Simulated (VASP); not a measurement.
# Pd (I4/mmm) in VASP: notebook

One crystal, Pd, is run at these levels: LDA; tasks: single point.

Everything below comes from runs of VASP 6.6.1. Logs are shortened: lines on timing, memory, paths and dates and some standing lists are left out, and cuts for length are marked.

## 1. The structure

The structure is tetragonal, space group I4/mmm (No. 139). Conventional cell: a = 2.451 Å, b = 2.451 Å, c = 4.900 Å, α = 90.00°, β = 90.00°, γ = 90.00°. Pd (site symmetry 4/mmm) has 4 Pd at 2.45 Å as nearest neighbours.

This isn't the form of Pd at room conditions, which is fcc.

## 2. Single point, LDA

INCAR

```
ALGO = Fast ; EDIFF = 1E-6
ENCUT = 520 ; ISIF = 2
ISMEAR = 0 ; LASPH = True
LCHARG = False ; LREAL = False
LWAVE = False ; NBANDS = 11
NELM = 100 ; PREC = Accurate
SIGMA = 0.15
```

KPOINTS

```
k-points
0
Gamma
  24 24 24
```

POSCAR

```
Pd
1.0
    0.0000000000      1.7327961453      2.4501737494
    1.7327961453      0.0000000000      2.4501737494
    1.7327961453      1.7327961453      0.0000000000
Pd
1
Direct
    0.0000000000      0.0000000000      0.0000000000
```

Potentials or basis: VASP PAW LDA potentials, release 64 (Pd).

The run is started by

```sh
$ cat potpaw_LDA.64/Pd/POTCAR > POTCAR
$ mpirun -np 1 vasp_std > vasp.out
```

OUTCAR:

```text
EDIFF = 1E-6
   ENCUT = 520
   ISIF = 2
   ISMEAR = 0
   LASPH = True
   LREAL = False
   NELM = 100
   PREC = Accurate

 ion  position               nearest neighbor table
   1  0.000  0.000  0.000-

  LATTYP: Found a body centered tetragonal cell.
 ALAT       =     2.4505438095
 C/A-ratio  =     1.9996979772

  Lattice vectors:

 A1 = (  -1.7327961453,   0.0000000000,   2.4501737494)
 A2 = (   1.7327961453,   0.0000000000,   2.4501737494)
 A3 = (   0.0000000000,   1.7327961453,  -2.4501737494)

Analysis of symmetry for initial positions (statically):
=====================================================================
 Subroutine PRICEL returns:
 Original cell was already a primitive cell.

 Routine SETGRP: Setting up the symmetry group for a
 body centered tetragonal supercell.

 Subroutine GETGRP returns: Found 16 space group operations
 (whereof 16 operations were pure point group operations)
 out of a pool of 16 trial point group operations.

The static configuration has the point symmetry D_4h.

Analysis of symmetry for dynamics (positions and initial velocities):
=====================================================================
 Subroutine PRICEL returns:
 Original cell was already a primitive cell.

 Routine SETGRP: Setting up the symmetry group for a
 body centered tetragonal supercell.

 Subroutine GETGRP returns: Found 16 space group operations
 (whereof 16 operations were pure point group operations)
 out of a pool of 16 trial point group operations.

The dynamic configuration has the point symmetry D_4h.

 Subroutine INISYM returns: Found 16 space group operations
 (whereof 16 operations are pure point group operations),
 and found     1 'primitive' translations

----------------------------------------------------------------------------------------

                                     Primitive cell

  volume of cell :      14.7137

  direct lattice vectors                    reciprocal lattice vectors
     0.000000000  1.732796145  2.450173749    -0.288550965  0.288550965  0.204067161
     1.732796145  0.000000000  2.450173749     0.288550965 -0.288550965  0.204067161
     1.732796145  1.732796145  0.000000000     0.288550965  0.288550965 -0.204067161

  length of vectors
     3.000988818  3.000988818  2.450543810     0.456252918  0.456252918  0.456252918

  position of ions in fractional coordinates (direct lattice)
     0.000000000  0.000000000  0.000000000

  ion indices of the primitive-cell ions
   primitive index   ion index
                 1           1

----------------------------------------------------------------------------------------

 KPOINTS: k-points

Automatic generation of k-mesh.
 Grid dimensions read from file:
 generate k-points for:   24   24   24

 Generating k-lattice:

  Cartesian coordinates                     Fractional coordinates (reciprocal lattice)
    -0.012022957  0.012022957  0.008502798     0.041666667  0.000000000  0.000000000
     0.012022957 -0.012022957  0.008502798     0.000000000  0.041666667  0.000000000
     0.012022957  0.012022957 -0.008502798    -0.000000000 -0.000000000  0.041666667

  Length of vectors
     0.019010538  0.019010538  0.019010538

  Shift w.r.t. Gamma in fractional coordinates (k-lattice)
     0.000000000  0.000000000  0.000000000

 Subroutine IBZKPT returns following result:
 ===========================================

 Found   1063 irreducible k-points:

 Following reciprocal coordinates:
            Coordinates               Weight
  0.000000  0.000000  0.000000      1.000000
  0.041667  0.000000  0.000000      8.000000
  0.083333  0.000000  0.000000      8.000000
  0.125000 -0.000000  0.000000      8.000000
  0.166667 -0.000000  0.000000      8.000000
  0.208333  0.000000  0.000000      8.000000
[... 16 lines left out ...]
  0.416667  0.041667  0.000000      8.000000
  0.458333  0.041667  0.000000      8.000000
 [... further k-points ...]
   k-points           NKPTS =   1063   k-points in BZ     NKDIM =   1063   number of bands    NBANDS=     11
   number of dos      NEDOS =    301   number of ions     NIONS =      1
   total plane-waves  NPLWV =  10368
   dimension x,y,z NGX =    24 NGY =   24 NGZ =   18
   dimension x,y,z NGXF=    48 NGYF=   48 NGZF=   36
   ions per type =               1
   NGX,Y,Z   is equivalent  to a cutoff of  13.30, 13.30, 12.21 a.u.
   NGXF,Y,Z  is equivalent  to a cutoff of  26.59, 26.59, 24.42 a.u.
 SYSTEM =  unknown system
   PREC   = accura    normal or accurate (medium, high low for compatibility)
   ISTART =      0    job   : 0-new  1-cont  2-samecut
   ICHARG =      2    charge: 1-file 2-atom 10-const
   ISPIN  =      1    spin polarized calculation?
   LNONCOLLINEAR =      F non collinear calculations
   LSORBIT =      F    spin-orbit coupling
   LASPH  =      T    aspherical Exc in radial PAW
   ENCUT  =  520.0 eV  38.22 Ry    6.18 a.u.   5.58  5.58  4.56*2*pi/ulx,y,z
   NELM   =    100;   NELMIN=  2; NELMDL= -5     # of ELM steps
   EDIFF  = 0.1E-05   stopping-criterion for ELM
   LREAL  =      F    real-space projection
   EDIFFG = 0.1E-04   stopping-criterion for IOM
   NSW    =      0    number of steps for IOM
   IBRION =     -1    ionic relax: 0-MD 1-quasi-New 2-CG
   NFREE  =      0    steps in history (QN), initial steepest desc. (CG)
   ISIF   =      2    stress and relaxation
   ISYM   =      2    0-nonsym 1-usesym 2-fastsym
   POTIM  = 0.5000    time-step for ionic-motion
   TEBEG  =    0.0;   TEEND  =   0.0 temperature during run
   PSTRESS=    0.0 pullay stress
   NELECT =      10.0000    total number of electrons
   NUPDOWN=      -1.0000    fix difference up-down
   EMIN   =  10.00;   EMAX   =-10.00  energy-range for DOS
   EFERMI =   0.00;   METHOD = LEGACY
   ISMEAR =     0;   SIGMA  =   0.15  broadening in eV -4-tet -1-fermi 0-gaus
   EFERMI_NEDOS =   21; number of points for ismear=-14 and -15
   IALGO  =     68    algorithm
   IMIX   =      4    mixing-type and parameters
     AMIX     =   0.40;   BMIX     =  1.00
     AMIX_MAG =   1.60;   BMIX_MAG =  1.00
  volume/ion in A,a.u.               =      14.71        99.29
  Fermi-wavevector in a.u.,A,eV,Ry     =   1.439354  2.719984 28.187725  2.071739
  Thomas-Fermi vector in A             =   2.558219
   LORBIT       =      0    0 simple, 1 ext, 2 COOP (PROOUT), +10 PAW based schemes
   GGA     = CA    functional components
   LHFCALC =     F    Hartree Fock is set to
   AEXX    =    0.0000 exact exchange contribution
   IVDW    =     0    specifies the selected vdW correction
   LEPSILON=     F    determine dielectric tensor
   LRPA    =     F    only Hartree local field effects (RPA)
 non-spin polarized calculation
 RMM-DIIS sequential band-by-band and
 Gauss-broadening in eV      SIGMA  =   0.15
  energy-cutoff  :      520.00
  volume of cell :       14.71
 maximum number of plane-waves:       417
   NGX = 11   NGY = 11   NGZ =  9

 number of electron      10.0000001 magnetization

 Free energy of the ion-electron system (eV)
  ---------------------------------------------------
  ext. energy  EPLUGINS =         0.00000000
  ---------------------------------------------------
  free energy    TOTEN  =        -6.07661733 eV

  energy without entropy =       -6.05910254  energy(sigma->0) =       -6.06785993

 E-fermi :   9.6946     XC(G=0): -13.4787

 val. band max:        9.6924471736   @ k =   0.4167   0.2500   0.0000
 cond. band min:       9.6955432833   @ k =  -0.4583   0.0000   0.0417
 fundamental gap:      0.0030961096
 Fermi energy:         9.6945785149

 k-point     1 :       0.0000    0.0000    0.0000
  band No.  band energies     occupation
      1       2.4388      2.00000
      2       4.5226      2.00000
      3       6.2104      2.00000
      4       8.3761      2.00000
      5       8.3761      2.00000
      6       9.9426      0.01936
      7      26.0633      0.00000
      8      28.5810      0.00000
      9      34.0181      0.00000
     10      34.0181      0.00000
     11      35.2624      0.00000

 k-point     2 :       0.0417    0.0000    0.0000
  band No.  band energies     occupation
      1       2.5067      2.00000
      2       4.5587      2.00000
      3       6.2316      2.00000
      4       8.3222      2.00000
      5       8.3920      2.00000
      6       9.9043      0.04800
      7      26.1205      0.00000
      8      28.6176      0.00000
      9      33.3244      0.00000
     10      34.1072      0.00000
     11      35.4207      0.00000

 k-point     3 :       0.0833    0.0000    0.0000
  band No.  band energies     occupation
      1       2.7043      2.00000
      2       4.6655      2.00000
      3       6.2948      2.00000
      4       8.1737      2.00000
      5       8.4386      2.00000
      6       9.7939      0.34914
      7      26.2663      0.00000
      8      28.6808      0.00000
      9      32.1785      0.00000
     10      34.3606      0.00000
     11      34.4873      0.00000

 k-point     4 :       0.1250   -0.0000    0.0000
  band No.  band energies     occupation
      1       3.0118      2.00000
      2       4.8407      2.00000
      3       6.3954      2.00000
      4       7.9718      2.00000
      5       8.5113      2.00000
      6       9.6243      1.49216
      7      26.4236      0.00000
      8      28.5646      0.00000
      9      31.0749      0.00000
     10      33.4706      0.00000
     11      34.7340      0.00000
[... 239 lines left out ...]
 k-point    22 :       0.3750    0.0417    0.0000
  band No.  band energies     occupation
      1       4.4208      2.00000
      2       5.4596      2.00000
      3       8.3072      2.00000
      4       8.3250      2.00000
      5       9.0284      2.00000
      6       9.3581      1.99849
      7      21.0294      0.00000
      8      23.7625      0.00000
      9      31.5449      0.00000
     10      33.4375      0.00000
     11      34.9325      0.00000

 k-point    23 :       0.4167    0.0417    0.0000
  band No.  band energies     occupation
      1       4.4341      2.00000
      2       5.3797      2.00000
      3       8.1342      2.00000
      4       9.1007      2.00000
      5       9.4409      1.98323
      6       9.5717      1.75324
      7      19.6646      0.00000
      8      23.2648      0.00000
      9      31.5911      0.00000
     10      33.1778      0.00000
     11      34.9899      0.00000

 k-point    24 :       0.4583    0.0417    0.0000
  band No.  band energies     occupation
      1       4.4140      2.00000
      2       5.3442      2.00000
      3       8.0018      2.00000
      4       9.4574      1.97468
      5       9.4988      1.93507
      6      10.3846      0.00000
      7      18.5478      0.00000
      8      22.8964      0.00000
      9      31.5292      0.00000
     10      32.9079      0.00000
     11      35.0734      0.00000

 [... further k-points ...]

------------------------ aborting loop because EDIFF is reached ----------------------------------------

  FORCE on cell =-STRESS in cart. coord.  units (eV):
  Direction    XX          YY          ZZ          XY          YZ          ZX
  --------------------------------------------------------------------------------------
  -------------------------------------------------------------------------------------
  Total        2.1832382      2.1832382     -2.2810707      0.0000000     -0.0000000      0.0000000
  in kB      237.7332242    237.7332242   -248.3862218      0.0000000     -0.0000000      0.0000000
  external PRESSURE =      75.6934089 kB  Pullay stress =       0.0000000 kB

 VOLUME and BASIS-vectors are now :
 -----------------------------------------------------------------------------
  energy-cutoff  :      520.00
  volume of cell :       14.71
      direct lattice vectors                 reciprocal lattice vectors
     0.000000000  1.732796145  2.450173749    -0.288550965  0.288550965  0.204067161
     1.732796145  0.000000000  2.450173749     0.288550965 -0.288550965  0.204067161
     1.732796145  1.732796145  0.000000000     0.288550965  0.288550965 -0.204067161

 POSITION                                       TOTAL-FORCE (eV/Angst)
 -----------------------------------------------------------------------------------
      0.00000      0.00000      0.00000         0.000000      0.000000      0.000000
 -----------------------------------------------------------------------------------
    total drift:                               -0.000000      0.000000     -0.000000

  FREE ENERGIE OF THE ION-ELECTRON SYSTEM (eV)
  ---------------------------------------------------
  free  energy   TOTEN  =        -6.0766173294 eV

  energy  without entropy=       -6.0591025374  energy(sigma->0) =       -6.06785993
```

It took 78 s on 1 thread of Intel Xeon Platinum 8375C at 2.90GHz (Ice Lake), shared host; peak memory 0.28 GiB.

Results:

```
Free energy            : -6.0766 eV
Pressure               : 7.6 GPa
Band gap on the k mesh : none (metal or under the smearing width)
```

Levels at points of the mesh, in eV from the Fermi level:
| k point | band 3 | band 4 | band 5 | band 6 | band 7 | band 8 |
| --- | --- | --- | --- | --- | --- | --- |
| (0.00, 0.00, 0.00) | -3.48 | -1.32 | -1.32 | 0.25 | 16.37 | 18.89 |
| (0.50, 0.00, 0.00) | -1.81 | -0.18 | 0.07 | 1.27 | 8.03 | 13.20 |
| (0.50, 0.50, 0.00) | -0.12 | 0.13 | 0.13 | 0.44 | 5.28 | 17.89 |
| (0.50, 0.00, 0.50) | -1.48 | -0.45 | 1.84 | 5.95 | 11.51 | 12.66 |

## 3. Single point, LDA

This run uses another cell than the first one, of the same volume but with other edges.

INCAR

```
PREC = Accurate ; ENCUT = 520
EDIFF = 1E-6 ; ISMEAR = 0
SIGMA = 0.15 ; LREAL = F
LASPH = T ; NELM = 100
ALGO = Fast ; ISIF = 2
LWAVE = F ; LCHARG = F
NBANDS = 11
```

KPOINTS

```
Automatic mesh
0
Gamma
  24 24 24
```

POSCAR

```
Pd
1.0
    0.0000000000      2.0531671217      1.7451920534
    2.0531671217      0.0000000000      1.7451920534
    2.0531671217      2.0531671217      0.0000000000
Pd
1
Direct
    0.0000000000      0.0000000000      0.0000000000
```

Potentials or basis: VASP PAW LDA potentials, release 64 (Pd).

The run is started by

```sh
$ cat potpaw_LDA.64/Pd/POTCAR > POTCAR
$ mpirun -np 1 vasp_std > vasp.out
```

Run time: 98 s. Hardware: 1 thread of Intel Xeon Platinum 8375C at 2.90GHz (Ice Lake), shared host; peak memory 0.28 GiB.

Results (log left out):

| Property | Result |
| --- | --- |
| Free energy | -6.4667 eV |
| Pressure | -6.9 GPa |
| Band gap on the k mesh | none (metal or under the smearing width) |

Stress tensor (GPa, compression positive):
```
-8.26  0.00  0.00
 0.00 -8.26  0.00
 0.00  0.00 -4.14
```

Levels at points of the mesh, in eV from the Fermi level:
```tsv
k point	band 1	band 2	band 3	band 4	band 5	band 6	band 7	band 8	band 9	band 10
(0.00, 0.00, 0.00)	-7.24	-3.18	-3.18	-2.06	-1.87	-0.68	17.61	20.61	20.61	24.85
(0.50, 0.00, 0.00)	-5.36	-3.61	-2.07	-0.38	0.36	1.03	7.43	15.98	19.36	23.56
(0.50, 0.50, 0.00)	-5.40	-5.19	0.02	0.32	0.32	5.68	11.15	11.15	13.88	19.75
(0.50, 0.00, 0.50)	-5.43	-4.96	-0.23	-0.20	0.64	2.28	9.35	13.81	14.92	22.82
```

## 4. Single point, LDA

This run uses another cell than the first one, of the same volume but with other edges.

INCAR

```
PREC = Accurate
ENCUT = 520
EDIFF = 1E-7
ISMEAR = 0
SIGMA = 0.15
LREAL = False
LASPH = True
NELM = 100
ALGO = Fast
ISIF = 2
LWAVE = False
LCHARG = False
NBANDS = 11
```

KPOINTS is that of step 3.

POSCAR

```
Pd
1.0
    0.0000000000      2.1831863386      1.5435127414
    2.1831863386      0.0000000000      1.5435127414
    2.1831863386      2.1831863386      0.0000000000
Pd
1
Direct
    0.0000000000      0.0000000000      0.0000000000
```

Potentials or basis: VASP PAW LDA potentials, release 64 (Pd).

The run is started by

```sh
$ cat potpaw_LDA.64/Pd/POTCAR > POTCAR
$ mpirun -np 1 vasp_std > vasp.out
```

OUTCAR:

```text
PREC = Accurate
   ENCUT = 520
   EDIFF = 1E-7
   ISMEAR = 0
   LREAL = False
   LASPH = True
   NELM = 100
   ISIF = 2

 ion  position               nearest neighbor table
   1  0.000  0.000  0.000-

  LATTYP: Found a body centered tetragonal cell.
 ALAT       =     3.0874917292
 C/A-ratio  =     0.9998489886

  Lattice vectors:

 A1 = (   0.0000000000,  -2.1831863386,  -1.5435127414)
 A2 = (   0.0000000000,   2.1831863386,  -1.5435127414)
 A3 = (   2.1831863386,   0.0000000000,   1.5435127414)

Analysis of symmetry for initial positions (statically):
[... 518 lines left out ...]
 [... further k-points ...]

------------------------ aborting loop because EDIFF is reached ----------------------------------------

  FORCE on cell =-STRESS in cart. coord.  units (eV):
  Direction    XX          YY          ZZ          XY          YZ          ZX
  --------------------------------------------------------------------------------------
  -------------------------------------------------------------------------------------
  Total       -0.5650558     -0.5650558     -0.5655621      0.0000000      0.0000000      0.0000000
  in kB      -61.5290353    -61.5290353    -61.5841628      0.0000000      0.0000000      0.0000000
  external PRESSURE =     -61.5474111 kB  Pullay stress =       0.0000000 kB

 VOLUME and BASIS-vectors are now :
 -----------------------------------------------------------------------------
  energy-cutoff  :      520.00
  volume of cell :       14.71
      direct lattice vectors                 reciprocal lattice vectors
     0.000000000  2.183186339  1.543512741    -0.229023053  0.229023053  0.323936425
     2.183186339  0.000000000  1.543512741     0.229023053 -0.229023053  0.323936425
     2.183186339  2.183186339  0.000000000     0.229023053  0.229023053 -0.323936425

 POSITION                                       TOTAL-FORCE (eV/Angst)
 -----------------------------------------------------------------------------------
      0.00000      0.00000      0.00000         0.000000      0.000000      0.000000
 -----------------------------------------------------------------------------------
    total drift:                                0.000000     -0.000000      0.000000

  FREE ENERGIE OF THE ION-ELECTRON SYSTEM (eV)
  ---------------------------------------------------
  free  energy   TOTEN  =        -6.4352993132 eV

  energy  without entropy=       -6.4212164005  energy(sigma->0) =       -6.42825786
```

stdout:

```text
POSCAR found type information on POSCAR Pd
 POSCAR found :  1 types and       1 ions
 scaLAPACK will be used
 LDA part: xc-table for (Slater(with rela. corr.)+CA(PZ))
 , standard interpolation
 POSCAR, INCAR and KPOINTS ok, starting setup
 FFT: planning ... GRIDC
 FFT: planning ... GRID_SOFT
 FFT: planning ... GRID
 WAVECAR not read
 entering main loop
```

Run time: 1.8 min. Hardware: 1 thread of Intel Xeon Platinum 8375C at 2.90GHz (Ice Lake), shared host; peak memory 0.28 GiB.

What came out:

```
Free energy            : -6.4353 eV
Pressure               : -6.2 GPa
Band gap on the k mesh : none (metal or under the smearing width)
```

Levels at points of the mesh, in eV from the Fermi level:
| k point | band 3 | band 4 | band 5 | band 6 | band 7 | band 8 |
| --- | --- | --- | --- | --- | --- | --- |
| (0.00, 0.00, 0.00) | -3.00 | -3.00 | -0.95 | -0.95 | 19.33 | 19.33 |
| (0.50, 0.00, 0.00) | -1.03 | -0.70 | 0.63 | 1.33 | 7.93 | 15.09 |
| (0.50, 0.50, 0.00) | 0.23 | 0.23 | 0.23 | 9.14 | 9.14 | 9.14 |
| (0.50, 0.00, 0.50) | -1.03 | -0.70 | 0.63 | 1.33 | 7.93 | 15.10 |
